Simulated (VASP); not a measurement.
Here is a VASP 6.6.1 calculation.

File INCAR:

```
SYSTEM = Mg
PREC = Accurate
ENCUT = 520
EDIFF = 1E-6
ISMEAR = -1
SIGMA = 0.08
LREAL = .False.
LASPH = .True.
NELM = 100
ALGO = Fast
ISIF = 2
LWAVE = .False.
LCHARG = .False.
GGA = PE
NBANDS = 9
```

File KPOINTS:

```
Automatic mesh
0
Gamma
  9 9 9
  0 0 0
```

Contents of POSCAR:

```
Mg
1.0
    0.0000000000      3.4275338025      3.4275338025
    3.4275338025      0.0000000000      3.4275338025
    3.4275338025      3.4275338025      0.0000000000
Mg
2
Direct
    0.0000000000      0.0000000000      0.0000000000
    0.2500000000      0.2500000000      0.2500000000
```

Potentials or basis: VASP PAW PBE potentials, release 64 (Mg).

Launch:

```sh
$ cat potpaw_PBE.64/Mg/POTCAR > POTCAR
$ mpirun -np 1 vasp_std > vasp.out
```

**Question.** Estimate the pressure.

**Answer.** 0.0 GPa.

**Question.** What does it give for the band gap on the k mesh?

**Answer.** None (metal or under the smearing width).
